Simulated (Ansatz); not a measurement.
The cell is SiC2 as one 6-atom ordering (P-3m1) on the diamond lattice; cell and atoms were relaxed with r2SCAN. Space group P-3m1 (No. 164), trigonal; conventional cell a = 2.938 Å, c = 7.226 Å, 9.00 Å³ an atom. Around C lie 1 C at 1.61 Å and 3 Si at 1.82 Å; around C lie 3 C at 1.77 Å and 1 Si at 1.89 Å; around Si lie 4 C at 1.82–1.89 Å.

```yaml
crystal:
  lattice:
    - [2.93757, 0.00000, 0.00000]
    - [-1.46878, 2.54401, 0.00000]
    - [0.00000, 0.00000, 7.22610]
  atoms:
    - { symbol: C, position: [0.00000, 0.00000, 0.88865] }
    - { symbol: C, position: [0.66667, 0.33333, 0.53529] }
    - { symbol: Si, position: [0.33333, 0.66667, 0.20369] }
    - { symbol: Si, position: [0.66667, 0.33333, 0.79631] }
    - { symbol: C, position: [0.33333, 0.66667, 0.46471] }
    - { symbol: C, position: [0.00000, 0.00000, 0.11135] }
```

The questions ask for values computed with Ansatz 0.2.0 on this geometry. These are computed values for a spin-unpolarised cell that may be hypothetical; none is a measurement.

(1) What gap does r2SCAN give, and where are the band edges?

(2) Estimate the gap with HSE06 on 6×6×2.

(3) How does the gap change from r2SCAN to PBE0 (6×6×2)?

(4) How strongly does the crystal screen a field with clamped ions (r2SCAN)?

## Answers

(1) r2SCAN gives an indirect gap of 1.79 eV, from Γ to k = (0, 0.326, 0.339); the least direct gap is 2.26 eV at Γ.

(2) The HSE06 gap is indirect, 2.54 eV (Γ to k = (0, 0.326, 0.339)), below the direct gap of 3.31 eV at Γ. A second conduction valley, at M, lies only 15 meV higher, so their order isn't settled. The gap differs by +0.75 eV from r2SCAN's.

(3) PBE0 gives an indirect gap of 3.27 eV, from Γ to k = (0, 0.326, 0.339); the least direct gap is 4.05 eV at Γ. A second conduction valley, at M, lies only 23 meV higher, so their order isn't settled. The gap differs by +1.48 eV from r2SCAN's.

(4) The clamped-ion dielectric constant comes out as 6.92 along x and y, 6.74 along z. Born charges, averaged over directions: C -1.97 to -0.55, Si +2.52 e.

Where an edge lies off the special points, it is a point of the mesh or the k point where a search put PBE's edge or least direct gap, reused for the other functionals, whose own edges may lie a little apart.

Coordinates of k points refer to the reciprocal vectors of the primitive cell of the runs.

The meshes of the hybrids are coarse, so their gaps aren't converged to the digits shown.

PBE's own run along the path (1.59 eV) came before the search for the edges and missed one, so it isn't listed.
